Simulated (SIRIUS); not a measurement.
# Cr (Im-3m) in SIRIUS: a series of runs

Aim: see how the results for Cr move with the level of theory and the settings. Levels: PBE, LDA, PBEsol. Tasks: single point.

All numbers are computed with SIRIUS, more than one build; they aren't measurements. Logs are shortened: lines on timing, memory, paths and dates and some standing lists are left out, and cuts for length are marked. The log counts tension as positive stress, the text compression.

## (1) The structure

It takes space group Im-3m (No. 229, cubic). The conventional cell has a = 2.969 Å, b = 2.969 Å, c = 2.969 Å, α = 90.00°, β = 90.00°, γ = 90.00°. Around Cr (site symmetry m-3m) lie 8 Cr at 2.57 Å.

## (2) Single point, PBE, collinear spin, ferromagnetic start

Input file sirius.json:

```json
{
  "control": {
    "processing_unit": "cpu",
    "verbosity": 2,
    "num_bands_to_print": 14,
    "print_forces": true,
    "print_stress": true
  },
  "parameters": {
    "electronic_structure_method": "pseudopotential",
    "xc_functionals": ["XC_GGA_X_PBE", "XC_GGA_C_PBE"],
    "gk_cutoff": 11.0,
    "pw_cutoff": 22.0,
    "ngridk": [12, 12, 12],
    "shiftk": [0, 0, 0],
    "smearing": "fermi_dirac",
    "smearing_width": 0.0018374661,
    "num_bands": 14,
    "num_mag_dims": 1,
    "num_dft_iter": 100,
    "energy_tol": 1e-08,
    "density_tol": 1e-06
  },
  "iterative_solver": {
    "type": "davidson",
    "min_tolerance": 1e-09,
    "tolerance_scale": [0.1, 0.25]
  },
  "mixer": {
    "type": "anderson",
    "beta": 0.5,
    "max_history": 8
  },
  "settings": {
    "tol_ne": 1e-10,
    "pseudo_grid_cutoff": 6.5,
    "smooth_initial_mag": true
  },
  "unit_cell": {
    "lattice_vectors": [
      [-2.805203336453, 2.805203336453, 2.805203336453],
      [2.805203336453, -2.805203336453, 2.805203336453],
      [2.805203336453, 2.805203336453, -2.805203336453]
    ],
    "atom_coordinate_units": "lattice",
    "atom_types": ["Cr"],
    "atom_files": {
      "Cr": "Cr.json"
    },
    "atoms": {
      "Cr": [
        [0.0, 0.0, 0.0, 0.0, 0.0, 3.0]
      ]
    }
  }
}
```

Potentials or basis: PseudoDojo 0.4 PBE stringent (scalar relativistic).

Launch:

```sh
> upf_to_json Cr.upf
> OMP_NUM_THREADS=1 sirius.scf --input=sirius.json --output=out.json --task=0
```

Output:

```text
[info] SIRIUS version : 7.10.0
[info] number of MPI ranks           : 1
[info] MPI grid                      : 1 1
[info] maximum number of OMP threads : 1
[fft] FFT context for density and potential
[fft] =====================================
[fft]   comm size                             : 1
[fft]   plane wave cutoff                     : 22
[fft]   grid size                             : 40 40 40   total : 64000
[fft]   grid limits                           : -19 20   -19 20   -19 20
[fft]   number of G-vectors within the cutoff : 7854
[fft]   local number of G-vectors             : 7854
[fft]   number of G-shells                    : 426
[fft] FFT context for coarse grid
[fft] =====================================
[fft]   comm size                             : 1
[fft]   plane wave cutoff                     : 22
[fft]   grid size                             : 40 40 40   total : 64000
[fft]   grid limits                           : -19 20   -19 20   -19 20
[fft]   number of G-vectors within the cutoff : 7854
[fft]   local number of G-vectors             : 7854
[fft]   number of G-shells                    : 426
[unit cell] lattice vectors
[unit cell]   a1 :      -2.8052033365      2.8052033365      2.8052033365
[unit cell]   a2 :       2.8052033365     -2.8052033365      2.8052033365
[unit cell]   a3 :       2.8052033365      2.8052033365     -2.8052033365
[unit cell] reciprocal lattice vectors
[unit cell]   b1 :       0.0000000000      1.1199161974      1.1199161974
[unit cell]   b2 :       1.1199161974      0.0000000000      1.1199161974
[unit cell]   b3 :       1.1199161974      1.1199161974      0.0000000000
[unit cell] unit cell volume :        88.29844017 [a.u.^3]
[unit cell] 1/sqrt(omega)    :         0.10642006
[unit cell] MT volume        :         0.00000000 ( 0.00%)
[unit cell] IT volume        :        88.29844017 (100.00%)
[unit cell] number of atom types : 1
[unit cell] type id : 0 symbol : Cr mt_radius :  16.370000 num_atoms : 1
[unit cell] total number of atoms : 1
[unit cell] number of symmetry classes : 1
[unit cell] number of PAW atoms : 0
[unit cell] atom id  type id  class id             position                      vector_field
[unit cell] ------------------------------------------------------------------------------------------
[unit cell]      0        0        0      0.00000   0.00000   0.00000      0.00000   0.00000   3.00000
[unit cell] atom id         position (Cartesian, a.u.)
[unit cell] ---------------------------------------------
[unit cell]      0       0.000000    0.000000    0.000000
[unit cell] class id : 0 atom id : 0
[unit cell] minimum bond length:     4.858755
[unit cell] total number of pseudo wave-functions: 10
[sym] space group number   : 229
[sym] international symbol : Im-3m
[sym] Hall symbol          : -I 4 2 3
[sym] space group transformation matrix :
[sym]  -0.5000  0.5000  0.5000
[sym]   0.5000 -0.5000  0.5000
[sym]   0.5000  0.5000 -0.5000
[sym] space group origin shift :
[sym]   0.0000  0.0000  0.0000
[sym] number of space group operations  : 48
[sym] number of magnetic group operations : 48
[sym] metric tensor error: 3.5527e-15
[... 284 lines left out ...]
[diagonalize] iterative solver tolerance (occupied, empty): 1e-09 1e-09
[diagonalize] average number of iterations: 2.18056
[diagonalize] Lowest band energies
[diagonalize] ik:    0   -2.021785   -0.954209   -0.954209   -0.954209    0.347196    0.593527    0.593527    0.593527    0.657631    0.657631    1.403970    1.403970    1.403970    1.627705
[diagonalize]            -2.021786   -0.954209   -0.954209   -0.954209    0.347197    0.593526    0.593526    0.593526    0.657631    0.657631    1.403971    1.403971    1.403971    1.627706
[diagonalize] ik:    1   -2.021477   -0.955777   -0.954708   -0.954214    0.357191    0.589946    0.592834    0.599942    0.653885    0.657900    1.370748    1.397513    1.407625    1.600170
[diagonalize]            -2.021478   -0.955777   -0.954708   -0.954215    0.357192    0.589946    0.592834    0.599942    0.653884    0.657900    1.370749    1.397514    1.407626    1.600171
[diagonalize] ik:    2   -2.020634   -0.960023   -0.956065   -0.954229    0.385523    0.580458    0.588859    0.618222    0.647784    0.658907    1.288736    1.365726    1.416418    1.560970
[diagonalize]            -2.020634   -0.960023   -0.956065   -0.954229    0.385524    0.580458    0.588859    0.618222    0.647784    0.658906    1.288737    1.365726    1.416419    1.560970
[diagonalize] ik:    3   -2.019477   -0.965742   -0.957907   -0.954249    0.425877    0.568137    0.582495    0.645299    0.647445    0.660949    1.181562    1.312358    1.426067    1.470699
[diagonalize]            -2.019477   -0.965743   -0.957908   -0.954250    0.425878    0.568137    0.582495    0.645299    0.647444    0.660949    1.181563    1.312358    1.426068    1.470699
[diagonalize] ik:    4   -2.018315   -0.971373   -0.959737   -0.954271    0.462191    0.556466    0.589902    0.652242    0.663815    0.675526    1.070269    1.261323    1.394187    1.433610
[diagonalize]            -2.018315   -0.971374   -0.959737   -0.954272    0.462192    0.556466    0.589903    0.652242    0.663814    0.675525    1.070269    1.261324    1.394187    1.433610
[diagonalize] ...
[diagonalize] ik:   67   -2.014676   -0.971829   -0.968000   -0.966238    0.504090    0.507831    0.645732    0.656988    0.701106    0.896232    0.946625    1.045129    1.215987    1.294588
[diagonalize]            -2.014676   -0.971829   -0.968000   -0.966238    0.504090    0.507831    0.645731    0.656988    0.701106    0.896232    0.946626    1.045130    1.215988    1.294589
[diagonalize] ik:   68   -2.014484   -0.970923   -0.969419   -0.966724    0.501743    0.501953    0.649666    0.677567    0.694401    0.901958    0.985712    0.997599    1.230507    1.260799
[diagonalize]            -2.014484   -0.970923   -0.969420   -0.966724    0.501743    0.501953    0.649666    0.677567    0.694400    0.901959    0.985713    0.997600    1.230507    1.260800
[diagonalize] ik:   69   -2.014298   -0.970030   -0.968989   -0.968989    0.496621    0.497695    0.676418    0.676418    0.690529    0.886505    1.011863    1.011863    1.198044    1.237122
[diagonalize]            -2.014299   -0.970031   -0.968990   -0.968990    0.496621    0.497695    0.676418    0.676418    0.690529    0.886505    1.011864    1.011864    1.198044    1.237122
[diagonalize] ik:   70   -2.014070   -0.970574   -0.969549   -0.969080    0.492513    0.492718    0.681995    0.685862    0.698935    0.946883    0.960814    0.991395    1.204439    1.224493
[diagonalize]            -2.014070   -0.970575   -0.969549   -0.969080    0.492513    0.492718    0.681995    0.685862    0.698935    0.946884    0.960815    0.991396    1.204440    1.224493
[diagonalize] ik:   71   -2.013848   -0.970113   -0.970113   -0.970113    0.487644    0.487644    0.698145    0.698145    0.698145    0.969582    0.969582    0.969582    1.195632    1.195632
[diagonalize]            -2.013848   -0.970114   -0.970114   -0.970114    0.487644    0.487644    0.698144    0.698144    0.698144    0.969583    0.969583    0.969583    1.195633    1.195633
[find] Charges and magnetic moments
[find] --------------------------------------------------------------------------------
[find] atom                moment                |moment|
[find] --------------------------------------------------------------------------------
[find]    0 [  0.00000,   0.00000,   0.00000]    0.000000
[find] total charge          : 14.000000
[find] total moment          : [  0.00000,   0.00000,   0.00001], magnitude : 0.000005
[... 6 lines left out ...]
[find] <rho|V^{H}>                    :      38.73308702
[find] one-electron contribution      :     -31.50095904 (Ha),     -63.00191808 (Ry)
[find] hartree contribution           :      19.36654351
[find] xc contribution                :     -15.41712395
[find] ewald contribution             :     -63.56845392
[find] PAW contribution               :       0.00000000
[find] smearing (-TS)                 :      -0.00023083
[find] SCF correction                 :      -0.00000638
[find] Total energy                   :     -91.11999978 (Ha),    -182.23999957 (Ry)
[find] Free energy (E-TS)             :     -91.12023061 (Ha),    -182.24046122 (Ry)
[find] band gap (eV)                  :       0.00000000
[find] Efermi                         :       0.61941659
[find] iteration : 13, RMS : 4.637808874648e-07, energy difference : 3.846452045764e-10
[find] Hartree energy of density residual : 3.285397296860e-12
[find] bands are converged : true
[find] iterative solver converged : true
[find] converged after 14 SCF iterations!
[find] Charges and magnetic moments
[find] --------------------------------------------------------------------------------
[find] atom                moment                |moment|
[find] --------------------------------------------------------------------------------
[find]    0 [  0.00000,   0.00000,   0.00000]    0.000000
[find] total charge          : 14.000000
[find] total moment          : [  0.00000,   0.00000,   0.00001], magnitude : 0.000005
[find] Energy
[find] --------------------------------------------------------------------------------
[find] valence_eval_sum               :      -6.57368364
[find] <rho|V^{XC}>                   :     -13.80581162
[find] <rho|E^{XC}>                   :     -15.41712395
[find] <mag|B^{XC}>                   :      -0.00000000
[find] <rho|V^{H}>                    :      38.73308702
[find] one-electron contribution      :     -31.50095904 (Ha),     -63.00191808 (Ry)
[find] hartree contribution           :      19.36654351
[find] xc contribution                :     -15.41712395
[find] ewald contribution             :     -63.56845392
[find] PAW contribution               :       0.00000000
[find] smearing (-TS)                 :      -0.00023083
[find] SCF correction                 :      -0.00000638
[find] Total energy                   :     -91.11999978 (Ha),    -182.23999957 (Ry)
[find] Free energy (E-TS)             :     -91.12023061 (Ha),    -182.24046122 (Ry)
[find] band gap (eV)                  :       0.00000000
[find] Efermi                         :       0.61941659
[ground_state] === stress tensor components [kbar] ===
[ground_state] === stress_kin ===
[ground_state] -89054.591523    0.000000   -0.000000
[ground_state]     0.000000-89054.591523   -0.000000
[ground_state]    -0.000000   -0.000000-89054.591523
[ground_state] === stress_har ===
[ground_state] -21509.753588    0.000000   -0.000000
[ground_state]     0.000000-21509.753588   -0.000000
[ground_state]    -0.000000   -0.000000-21509.753588
[ground_state] === stress_ewald ===
[ground_state] 70603.294753   -0.000000    0.000000
[ground_state]    -0.00000070603.294753    0.000000
[ground_state]     0.000000    0.00000070603.294753
[ground_state] === stress_vloc ===
[ground_state] 29899.487354   -0.000000    0.000000
[ground_state]    -0.00000029899.487354    0.000000
[ground_state]     0.000000    0.00000029899.487354
[ground_state] === stress_xc ===
[ground_state] -4753.881394    0.000000   -0.000000
[ground_state]     0.000000-4753.881394   -0.000000
[ground_state]    -0.000000   -0.000000-4753.881394
[ground_state] === stress_core ===
[ground_state] 18835.970087   -0.000000    0.000000
[ground_state]    -0.00000018835.970087    0.000000
[ground_state]     0.000000    0.00000018835.970087
[ground_state] === stress_nonloc ===
[ground_state] -3769.290612    0.000000   -0.000000
[ground_state]     0.000000-3769.290612   -0.000000
[ground_state]    -0.000000   -0.000000-3769.290612
[ground_state] === stress_us_nl ===
[ground_state] -3769.290612    0.000000   -0.000000
[ground_state]     0.000000-3769.290612   -0.000000
[ground_state]    -0.000000   -0.000000-3769.290612
[ground_state] === stress_total ===
[ground_state]   251.235078   -0.000000    0.000000
[ground_state]    -0.000000  251.235078    0.000000
[ground_state]     0.000000    0.000000  251.235078
[ground_state] ==== total Forces in Ha/bohr =====
[ground_state] atom:    0, force:       0.0000000      0.0000000      0.0000000
[... 8 lines left out ...]
[ground_state] ==== Ewald forces from ions =====
[ground_state] atom:    0, force:       0.0000000      0.0000000      0.0000000
[~DFT_ground_state] local op. applied: 67532
[~DFT_ground_state] evp. work count: 21706.2
[~DFT_ground_state] number of iterative solver steps: 4058
```

Run time: 1.9 min. Hardware: 1 thread of Arm Neoverse V1, shared host; peak memory 0.4 GiB.

What came out:

```yaml
Free_energy: -2479.5078 eV
Pressure: -25.1 GPa
Band_gap_on_the_k_mesh: none (metal or under the smearing width)
```

Caveat: the starting moments collapsed, and a magnetic state may lie lower.

## (3) Single point, PBE, collinear spin, ferromagnetic start

sirius.json: that of step 2 with these lines changed.

```diff
@@ -11,4 +11,4 @@
     "xc_functionals": ["XC_GGA_X_PBE", "XC_GGA_C_PBE"],
-    "gk_cutoff": 11.0,
-    "pw_cutoff": 22.0,
+    "gk_cutoff": 6.4,
+    "pw_cutoff": 20.0,
     "ngridk": [12, 12, 12],
@@ -35,3 +35,2 @@
     "tol_ne": 1e-10,
-    "pseudo_grid_cutoff": 6.5,
     "smooth_initial_mag": true
@@ -40,6 +39,7 @@
     "lattice_vectors": [
-      [-2.805203336453, 2.805203336453, 2.805203336453],
-      [2.805203336453, -2.805203336453, 2.805203336453],
-      [2.805203336453, 2.805203336453, -2.805203336453]
+      [-0.57735026919, 0.57735026919, 0.57735026919],
+      [0.57735026919, -0.57735026919, 0.57735026919],
+      [0.57735026919, 0.57735026919, -0.57735026919]
     ],
+    "lattice_vectors_scale": 4.8587547043,
     "atom_coordinate_units": "lattice",
```

Potentials or basis: GBRV 1.5 PBE (ultrasoft).

Launch:

```sh
> upf_to_json cr_pbe_v1.5.uspp.F.UPF
> OMP_NUM_THREADS=1 sirius.scf --input=sirius.json --output=out.json --task=0
```

It took 32 s on 1 thread of Arm Neoverse V1, shared host; peak memory 0.21 GiB.

The run converged. Its results:

| Item | Value |
| --- | --- |
| Free energy | -2387.5832 eV |
| Pressure | -24.9 GPa |
| Band gap on the k mesh | none (metal or under the smearing width) |

Caveat: the starting moments collapsed, and a magnetic state may lie lower.

(Part 1 of 2 ends here.)
